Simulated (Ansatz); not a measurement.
Input:

InN (zinc blende)

```xyz
2
Lattice="0.0000 2.4996 2.4996 2.4996 0.0000 2.4996 2.4996 2.4996 0.0000" Properties=species:S:1:pos:R:3 pbc="T T T"
N      3.7494     3.7494     3.7494
In     0.0000     0.0000     0.0000
```

E(V) scan at fixed shape, V₀ the volume above. Symmetry pins the atoms to their sites.

The numbers are results of r2SCAN (plane waves to 500 eV, PAW, scalar-relativistic; Ansatz, a first-principles code), not measurements. k mesh 11×11×11 (Γ-centred), Fermi-Dirac smearing 0.05 eV. Energies are smeared free energies. Compression counts positive. At this level the bands of InN touch or barely overlap; measurements give the solid a gap. InN was relaxed with its symmetry unable to fall. The zero of ΔE is the relaxed starting cell.

The scan covers V/V₀ from 0.900 to 1.100 in 11 points.

### Question
What is ΔE at V/V₀ = 0.900?

### Answer
83 meV/atom.

### Question
What pressure does the cell carry at V/V₀ = 0.900?

### Answer
18.7 GPa.

### Question
What is ΔE at V/V₀ = 1.100?

### Answer
57 meV/atom.

(A scan under strain: stresses follow from slopes of the energy per volume, elastic moduli from its curvatures.)
